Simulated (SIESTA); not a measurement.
The system is Sb.

```
Sb
1.0
     0.17336    2.38853    2.49587
     2.41731    0.06469    2.60454
     2.32045    2.40035    0.16154
Sb
1
Direct
  0.00000 0.00000 0.00000
```

This isn't the form of Sb at room conditions, which is rhombohedral.

```yaml
Program: SIESTA 5.4.2
Task: relaxation of cell and atoms
Functional: PBE
Potentials_or_basis: PseudoDojo 0.4 standard (PBE files)
Basis: DZP (energy shift 0.003 Ry; two zetas on semicore shells)
Grid_cutoff: 500 Ry
Energy_shift: 0.003 Ry
k_mesh: 10 × 10 × 10
Occupations: fermi-dirac, width 0.05 eV
Spin: no spin polarisation
```

At the start: pressure 4.8 GPa; volume 26.53 Å³/atom.

Q: How do energy, volume and symmetry change on relaxing?

A: Over 26 steps the energy falls by 113.3 meV/atom and the volume is 28.11 Å³/atom (+6.0 %); space group Immm (No. 71, to 0.05 Å).

The path:
```csv
step,energy change (eV),largest force (eV/Å),pressure (GPa),volume (Å³)
1,0.0000,0.0000,4.78,26.53
2,-0.0224,0.0000,2.27,27.44
3,-0.0343,0.0000,-0.01,28.46
4,-0.0373,0.0000,-0.56,28.75
5,-0.0454,0.0000,-1.76,29.45
6,-0.0518,0.0000,-1.73,29.52
7,-0.0605,0.0000,-0.52,29.08
8,-0.0629,0.0000,-0.10,28.76
9,-0.0654,0.0000,0.48,28.46
10,-0.0706,0.0000,0.84,28.22
11,-0.0728,0.0000,1.33,27.82
12,-0.0800,0.0000,0.54,28.14
13,-0.0851,0.0000,0.06,28.32
14,-0.0930,0.0000,-0.91,28.74
15,-0.0980,0.0000,-0.56,28.52
16,-0.1008,0.0000,-0.35,28.39
17,-0.1048,0.0000,0.23,28.04
18,-0.1069,0.0000,0.55,27.86
19,-0.1090,0.0000,0.47,27.88
20,-0.1119,0.0000,0.37,27.94
21,-0.1132,0.0000,0.03,28.10
22,-0.0673,0.0000,0.13,28.24
23,-0.1147,0.0000,0.01,28.12
24,-0.1151,0.0000,0.03,28.11
25,-0.1135,0.0000,-0.01,28.12
26,-0.1133,0.0000,-0.01,28.11
```

Final structure:
```xyz
1
Lattice="-0.0287 2.8020 2.7692 1.8571 0.0846 2.7611 1.8756 2.7435 0.0548" Properties=species:S:1:pos:R:3 pbc="T T T"
Sb    0.0000    0.0000    0.0000
```

Caveat: the basis of atomic orbitals isn't converged, which shifts pressures, moduli and gaps.
